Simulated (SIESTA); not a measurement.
Write an ASE script for SIESTA 5.4.2 that does the following.

```yaml
Task: band structure
Functional: PBE
Potentials_or_basis: PseudoDojo 0.4 standard (PBE files)
Basis: DZP (energy shift 0.003 Ry; two zetas on semicore shells)
Grid_cutoff: 800 Ry
Energy_shift: 0.003 Ry
k_mesh: 8 × 8 × 8
Occupations: fermi-dirac, width 0.05 eV
Spin: no spin polarisation
```

The structure of BeTe lies in POSCAR:

```
BeTe
1.0
    0.0000000000      2.7700000000      2.7700000000
    2.7700000000      0.0000000000      2.7700000000
    2.7700000000      2.7700000000      0.0000000000
Te Be
1 1
Direct
    0.7500000000      0.7500000000      0.7500000000
    0.0000000000      0.0000000000      0.0000000000
```

The input as run:

run.py

```python
from ase.io import read
from ase.calculators.siesta import Siesta
from ase.units import Ry, GPa

atoms = read("POSCAR")

fdf = {
    'SCFMustConverge': False,
    'OccupationFunction': 'FD',
    'ElectronicTemperature': '0.05 eV',
    'MaxSCFIterations': '120',
    'SCF.Mixer.Method': 'Pulay',
    'SCF.Mixer.Weight': '0.25',
    'SCF.Mixer.History': '8',
    'SCF.DM.Tolerance': '5.0e-05',
    'SCF.H.Tolerance': '1.0e-03 eV',
    'WriteForces': 'true',
    'Charge.Mulliken': 'end',
    'BandLinesScale': 'ReciprocalLatticeVectors',
    'BandLines': ['  1    0.000000   0.000000   0.000000  \\Gamma', ' 12    0.500000   0.000000   0.500000  X', '  6    0.500000   0.250000   0.750000  W', '  4    0.375000   0.375000   0.750000  K', ' 13    0.000000   0.000000   0.000000  \\Gamma', ' 11    0.500000   0.500000   0.500000  L', '  8    0.625000   0.250000   0.625000  U', '  4    0.500000   0.250000   0.750000  W', '  9    0.500000   0.500000   0.500000  L', '  8    0.375000   0.375000   0.750000  K', '  1    0.625000   0.250000   0.625000  U', '  4    0.500000   0.000000   0.500000  X'],
    'PAO.PolarizationScheme': ['Be.2 non-perturbative'],
    'PAO.Basis': ['Te.1 4', 'n=5 0 2', '  5.635 0.000', 'n=5 1 2', '  7.297 0.000', 'n=4 2 2', '  3.260 0.000', 'n=5 2 1', '  7.297', 'Be.2 3', 'n=1 0 2', '  2.105 0.000', 'n=2 0 2', '  8.861 0.000', 'n=2 1 1', '  8.861'],
}
calc = Siesta(
    label="BeTe",
    command="siesta < PREFIX.fdf > PREFIX.out",
    pseudo_path="pseudos",
    pseudo_qualifier="",
    xc=('GGA', 'PBE'),
    basis_set="DZP",
    mesh_cutoff=800 * Ry,
    energy_shift=0.003 * Ry,
    kpts=[8, 8, 8],
    spin="non-polarized",
    fdf_arguments=fdf,
)
atoms.calc = calc

print(f"energy = {atoms.get_potential_energy():.6f} eV")
free = atoms.get_potential_energy(force_consistent=True)
print(f"free energy = {free:.6f} eV")
print("forces (eV/A):")
print(atoms.get_forces(apply_constraint=False).round(6))
print("stress (GPa, Voigt order, tension positive):", (atoms.get_stress() / GPa).round(4))
```

Potentials or basis: PseudoDojo 0.4 standard (PBE files), DZP (energy shift 0.003 Ry; two zetas on semicore shells).

Command:

```sh
$ python run.py
```

Results of the run:

```
Pressure                : 3.8 GPa
Band gap on the k mesh  : 1.94 eV, indirect (least direct gap 3.56 eV)
Band gap along the path : 1.94 eV, indirect (least direct gap 3.56 eV)
```

Caveat: short orbitals over semicore shells can move pressures by several GPa; spin-orbit coupling is left out, which moves the levels of the heavy elements; the basis of atomic orbitals isn't converged, which shifts pressures, moduli and gaps.

Run time: 34 s on 1 thread of Intel(R) Xeon(R) Platinum 8488C (Sapphire Rapids), with other jobs on the host, peak memory 0.32 GiB.
